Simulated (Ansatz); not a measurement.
# KF: the cell at several levels of theory

An exercise on one series of results from a longer session: the logs are not shown, and one member is left open.

Program: Ansatz 0.2.0. PAW datasets, plane waves, zero pressure. The cell comes from a prototype generator: it can be a known phase or a hypothetical one. Spin polarisation is off.

### The cell

This is the cell as the run starts from it, not yet at rest; its lengths are not the crystal's.

The symmetry is F-43m (No. 216, cubic); a = 5.348 Å in the conventional setting, 19.12 Å³ an atom. Around K lie 4 F at 2.32 Å; around F lie 4 K at 2.32 Å.

Coordinates:

```
K F
1.0
     0.00000    2.67382    2.67382
     2.67382    0.00000    2.67382
     2.67382    2.67382    0.00000
K F
1 1
Direct
  0.00000 0.00000 0.00000
  0.25000 0.25000 0.25000
```

The first run:

File input.yaml:

```yaml
crystal:
  lattice:
    - [0.0, 2.6738245667, 2.6738245667]
    - [2.6738245667, 0.0, 2.6738245667]
    - [2.6738245667, 2.6738245667, 0.0]
  atoms:
    - { symbol: K, position: [0.0, 0.0, 0.0] }
    - { symbol: F, position: [0.25, 0.25, 0.25] }
kpoints:
  mp_grid: { grid: [8, 8, 8] }
hamiltonian:
  xc: pbe
scf:
  occupations: { method: fermi_dirac, width: 0.02 }
relax:
  f_tol: 0.005
  cell: {}
```

Command:

```bash
$ ansatz run input.yaml --threads 2 --pin off --max-ram 2211MiB --backend cpu --events-out ev --progress --plain --runs-dir out
```

Steps of the session up to this table: PBE: cell and atoms; r2SCAN: cell and atoms; Relaxing with PBEsol; Relaxation with LDA; Relaxing with HSE06.

One of the session's tables, all rows but one given; the rest of the session is left out.

```
 level  a (Å)  volume (Å³/atom)
   PBE  5.950            26.326
r2SCAN  5.871            25.293
PBEsol  5.847            24.983
   LDA      ?                 ?
 HSE06  5.904            25.724
```

Estimate the missing values for LDA.

As computed: a (Å): 5.698; volume (Å³/atom): 23.126. In the column «a (Å)» it is the lowest.

The volume runs from LDA (least) to PBE (most), a spread of 13.8 %, or 4.4 % in length if all axes shared it alike. The meshes differ: PBE 8×8×8, r2SCAN 6×6×6, PBEsol 6×6×6, LDA 6×6×6, HSE06 4×4×4.
